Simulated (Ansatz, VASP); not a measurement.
One calculation of Sb, two programs

```
Sb
1.0
    -1.58698    1.58698    2.72990
     1.58698   -1.58698    2.72990
     1.58698    1.58698   -2.72990
Sb
1
Direct
  0.00000 0.00000 0.00000
```

Change from the starting cell: volume scaled by 1.02.

Alike in both runs: task single point; functional PBEsol; k mesh 12 × 12 × 12; occupations fermi-dirac, width 0.05 eV; no spin polarisation.

|  | VASP | Ansatz |
| --- | --- | --- |
| version | VASP 6.6.1 | Ansatz 0.2.0 |
| potentials or method | VASP PAW PBE potentials, release 64 (Sb), cutoff 520 eV | all-electron LAPW, scalar-relativistic |

Ansatz gave:

- gap on the k mesh at the Fermi level (eV): none
- pressure (GPa): -2.4
- largest component of the traceless stress (GPa): 0.20

**Question.** What did VASP give for the same quantities?

**Answer.** gap on the k mesh at the Fermi level (eV): none; pressure (GPa): -2.4; largest component of the traceless stress (GPa): 0.24.

A gap of «none» marks a metal or a gap that the smearing closes. Ansatz ran all-electron here, so the differences hold the error of VASP's frozen core and of both bases.

Caveats: the PAW data sets were made with another functional, which shifts forces and pressure a little (VASP). The runs have no spin-orbit coupling, so splittings on Sb are missing.
